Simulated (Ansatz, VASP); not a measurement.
# Sc in VASP and in Ansatz

Contents of INCAR:

```
PREC = Accurate
ENCUT = 520
EDIFF = 1E-6
ISMEAR = 0
SIGMA = 0.15
LREAL = F
LASPH = T
NELM = 100
ALGO = Fast
ISIF = 2
LWAVE = F
LCHARG = F
GGA = PE
NBANDS = 12
```

The input KPOINTS:

```
regular mesh
0
Gamma
  18 18 18
```

POSCAR

```
Sc
1.0
   -1.9747216505      1.9747216505      1.7691310900
    1.9747216505     -1.9747216505      1.7691310900
    1.9747216505      1.9747216505     -1.7691310900
Sc
1
Direct
    0.0000000000      0.0000000000      0.0000000000
```

Input for Ansatz:

```yaml
crystal:
  lattice:
    - [-1.9747216505, 1.9747216505, 1.76913109]
    - [1.9747216505, -1.9747216505, 1.76913109]
    - [1.9747216505, 1.9747216505, -1.76913109]
  atoms:
    - { symbol: Sc, position: [0.0, 0.0, 0.0] }
basis:
  ecutwfc: 420
kpoints:
  mp_grid: { grid: [18, 18, 18] }
hamiltonian:
  xc: pbe
scf:
  occupations: { method: gaussian, width: 0.15 }
output:
  forces: true
  stress: true
  eigenvalues: true
```

Change from the starting cell: strain +0.030 along x and y, +0.030 along z, atoms carried along.

Alike in both runs: task single point; functional PBE; k mesh 18 × 18 × 18; occupations gaussian, width 0.15 eV; no spin polarisation.

|  | VASP | Ansatz |
| --- | --- | --- |
| version | VASP 6.6.1 | Ansatz 0.2.0 |
| potentials or method | VASP PAW PBE potentials, release 64 (Sc_sv) | scalar-relativistic, plane waves, PAW |
| plane-wave cutoff (eV) | 520 | 420 |
| valence electrons in the cell | 11 | 11 |

Ansatz gave:

| Item | Value |
| --- | --- |
| gap on the k mesh at the Fermi level (eV) | none |
| pressure (GPa) | -4.6 |
| largest component of the traceless stress (GPa) | 0.68 |

Task: Which values does VASP return?

Result: gap on the k mesh at the Fermi level (eV): none; pressure (GPa): -4.6; largest component of the traceless stress (GPa): 0.67.

A gap of «none» marks a metal or a gap that the smearing closes.
